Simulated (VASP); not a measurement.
Runs of VASP 6.6.1 on BeSe. Symmetry: F-43m, No. 216, cubic system. The conventional cell has a = 5.113 Å, b = 5.113 Å, c = 5.113 Å, α = 90.00°, β = 90.00°, γ = 90.00°. Around Be (site symmetry -43m) lie 4 Se at 2.21 Å. Se (site symmetry -43m) is surrounded by 4 Be at 2.21 Å. 

| task | level | potentials or basis | cell | gap on the mesh (eV) | pressure (GPa) |
| --- | --- | --- | --- | --- | --- |
| relaxation of the atoms | PBE+D3(BJ) | VASP PAW PBE potentials, release 64 (Be, Se) | atoms relaxed from: a relaxed cell with its volume scaled by 1.02 | 2.63 | -1.5 |
| relaxation of cell and atoms | PBE+D3(BJ) | VASP PAW PBE potentials, release 64 (Be, Se) | relaxed | 2.58 | 0.0 |
| relaxation of cell and atoms | LDA | VASP PAW LDA potentials, release 64 (Be, Se) | relaxed | 2.40 | 0.0 |
| relaxation of the atoms | PBE+D3(BJ) | VASP PAW PBE potentials, release 64 (Be, Se) | atoms relaxed from: a relaxed cell with its volume scaled by 0.98 | 2.53 | 1.7 |
| relaxation of the atoms | PBE+D3(BJ) | VASP PAW PBE potentials, release 64 (Be, Se) | atoms relaxed | 2.58 | 0.0 |
| relaxation of the atoms | LDA | VASP PAW LDA potentials, release 64 (Be, Se) | atoms relaxed from: a relaxed cell with its volume scaled by 1.06 | 2.52 | -4.4 |
| relaxation of the atoms | PBE+D3(BJ) | VASP PAW PBE potentials, release 64 (Be, Se) | atoms relaxed from: a relaxed cell with its volume scaled by 1.04 | 2.67 | -3.0 |
| relaxation of the atoms | LDA | VASP PAW LDA potentials, release 64 (Be, Se) | atoms relaxed from: a relaxed cell with its volume scaled by 0.98 | (a) | 1.8 |
| relaxation of the atoms | LDA | VASP PAW LDA potentials, release 64 (Be, Se) | atoms relaxed from: a relaxed cell with its volume scaled by 0.96 | (c) | 3.7 |
| relaxation of the atoms | LDA | VASP PAW LDA potentials, release 64 (Be, Se) | atoms relaxed from: a relaxed cell with its volume scaled by 0.94 | (b) | 5.9 |
| relaxation of the atoms | LDA | VASP PAW LDA potentials, release 64 (Be, Se) | atoms relaxed from: a relaxed cell with its volume scaled by 1.04 | 2.48 | -3.0 |
| relaxation of the atoms | LDA | VASP PAW LDA potentials, release 64 (Be, Se) | atoms relaxed | 2.40 | 0.0 |

Alike in all rows: no spin polarisation; k mesh 10 × 10 × 10; cutoff (eV) 600; smearing gaussian 0.03 eV.

Task: Estimate the missing entries.

Result: (a) 2.35; (b) 2.25; (c) 2.31.

Caveats: the relaxation stopped at its first step, so nothing moved.

A k mesh can miss the band edges, and the runs leave out spin-orbit coupling on Se.
